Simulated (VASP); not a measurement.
Write the native input for VASP 6.6.1 that does the following.

```yaml
Task: work function
Functional: PBEsol
Potentials_or_basis: VASP PAW PBE potentials, release 64 (Ga_d, N)
Cutoff: 520 eV
k_mesh: 8 × 6 × 1
Occupations: gaussian, width 0.05 eV
Spin: no spin polarisation
Dipole_correction: yes
Further_INCAR_settings: ALGO = Normal; EDIFF = 1e-06
```

The structure of GaN lies in POSCAR:

```
GaN
1.0
    3.1800000000      0.0000000000      0.0000000000
    0.0000000000      5.1660000000      0.0000000000
    0.0000000000      0.0000000000     27.9338300640
Ga N
10 10
Direct
    0.0000000000      0.0000000000      0.2863910886
    0.4999999999      0.5000000000      0.3192539980
    0.5000000000      0.0000000000      0.3849798169
    0.9999999999      0.5000000000      0.4178427264
    0.0000000000      0.0000000000      0.4835685453
    0.4999999999      0.5000000000      0.5164314547
    0.5000000000      0.0000000000      0.5821572736
    0.9999999999      0.5000000000      0.6150201831
    1.0000000000      0.0000000000      0.6807460020
    0.4999999999      0.5000000000      0.7136089114
    0.0000000000      0.3750000000      0.2863910886
    0.4999999999      0.8750000000      0.3192539980
    0.5000000000      0.3750000000      0.3849798169
    0.9999999999      0.8750000000      0.4178427264
    0.0000000000      0.3750000000      0.4835685453
    0.4999999999      0.8750000000      0.5164314547
    0.5000000000      0.3750000000      0.5821572736
    0.9999999999      0.8750000000      0.6150201831
    1.0000000000      0.3750000000      0.6807460020
    0.4999999999      0.8750000000      0.7136089114
```

The input as run:

INCAR

```
  ALGO = Normal
  DIPOL = 0.5 0.5 0.500
  EDIFF = 1E-6
  ENCUT = 520
  GGA = PS
  IDIPOL = 3
  ISIF = 2
  ISMEAR = 0
  KPAR = 8
  LASPH = T
  LCHARG = T
  LDIPOL = T
  LREAL = F
  LVACPOTAV = T
  LVHAR = T
  LWAVE = F
  NELM = 80
  PREC = Accurate
  SIGMA = 0.05
```

KPOINTS

```
k-points
0
Gamma
  8 6 1
```

Potentials or basis: VASP PAW PBE potentials, release 64 (Ga_d, N).

Command:

```bash
$ cat potpaw_PBE.64/Ga_d/POTCAR potpaw_PBE.64/N/POTCAR > POTCAR
$ mpirun -np 8 vasp_std > vasp.out
```

It gave:

```json
{
 "Largest force": "2.520 eV/Å",
 "Band gap on the k mesh": "0.61 eV, direct",
 "Ionisation potential of the upper face": "5.14 eV"
}
```

Caveat: the PAW data sets were made with another functional, which shifts forces and pressure a little.

Run time: 6 min on 8 MPI ranks on Intel(R) Xeon(R) Platinum 8559C (Emerald Rapids), on a shared host, peak memory 0.91 GiB a rank.
